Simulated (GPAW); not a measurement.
Input of a GPAW 26.7.0 run:

Contents of run.py:

```python
from ase import Atoms
from ase.dft.bandgap import bandgap
from ase.io import write
from ase.units import GPa
from gpaw import GPAW, PW

atoms = Atoms(['Zr', 'O', 'O'],
              cell=[[0.0, 2.5450727058, 2.5450727058],
                    [2.5450727058, 0.0, 2.5450727058],
                    [2.5450727058, 2.5450727058, 0.0]],
              scaled_positions=[[0.0, 0.0, 0.0],
                                [0.75, 0.75, 0.75],
                                [0.25, 0.25, 0.25]],
              pbc=True)

calc = GPAW(mode=PW(800),
            xc='PBE',
            kpts={'size': (9, 9, 9), 'gamma': True},
            occupations={'name': 'methfessel-paxton', 'order': 0, 'width': 0.1},
            nbands=24,
            convergence={'density': 1e-05, 'energy': 1e-05},
            maxiter=150,
            txt='gpaw.txt')
atoms.calc = calc
energy = atoms.get_potential_energy()
forces = atoms.get_forces()
stress = atoms.get_stress()
calc.write('gs.gpw')
write('result.traj', atoms)
print(f'Energy: {energy:.6f} eV')
print('Forces (eV/A):')
print(forces.round(4))
print('Stress (GPa):', (stress / GPa).round(3))
print('Fermi level:', round(calc.get_fermi_level(), 4), 'eV')
print(f'Gap: {bandgap(calc)[0]:.4f} eV, direct: {bandgap(calc, direct=True)[0]:.4f} eV')
```

Potentials or basis: GPAW PAW data sets (gpaw-data 1.2.1), pw.

Launch:

```console
$ OMP_NUM_THREADS=1 python run.py
```

(1) Predict the band gap on the k mesh.

(2) Predict the pressure.

Results:

(1) 3.41 eV, indirect (least direct gap 3.89 eV).

(2) 1.7 GPa.

Caveat: an odd mesh through Γ misses points on the zone boundary, where band edges often lie.
